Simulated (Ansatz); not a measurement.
GaN: pressure against volume

GaN, F-43m, a = 4.548 Å. This isn't the usual stable structure of the compound. Ansatz: PBE, PAW, 420 eV, Γ-centred 10×10×10 mesh on 2 atoms, Gaussian smearing 0.02 eV; no spin polarisation. Symmetry fixes shape and atoms, so the cell is only scaled; pressure is positive in compression.

| V (Å³/atom) | P (GPa) |
| --- | --- |
| 11.057 | ? |
| 11.410 | 5.61 |
| 11.763 | 0.00 |
| 12.116 | -4.76 |
| 12.468 | -8.80 |

Q: Take V0 = 11.763 Å³/atom, fit the third-order Birch–Murnaghan form to the other rows, and predict the missing pressure.

A: With the Eulerian strain f = ½[(V0/V)^(2/3) − 1] and y = P/[3f(1 + 2f)^(5/2)], the form is the line y = B0 + 1.5 B0 (B0′ − 4) f. Rows (f, y): 0.01026, 173.2; -0.00976, 170.8; -0.01903, 169.8. Means f = -0.006177, y = 171.27; Σ(Δf)² = 0.0004482, ΣΔfΔy = 0.05230; the slope is their ratio. y = 172.0 + 116.7 f GPa, so B0 = 172.0 GPa and B0′ = 4 + 2 × (116.7)/(3 × 172.0) = 4.45. At V = 11.057, f = 0.02106, y = 174.46 and P = 12.22 GPa. The run gave 12.21 GPa, so the fit is 0.01 GPa too high, a small miss on the scale of the series. The form still works here, 33 % of the fitted range beyond its end.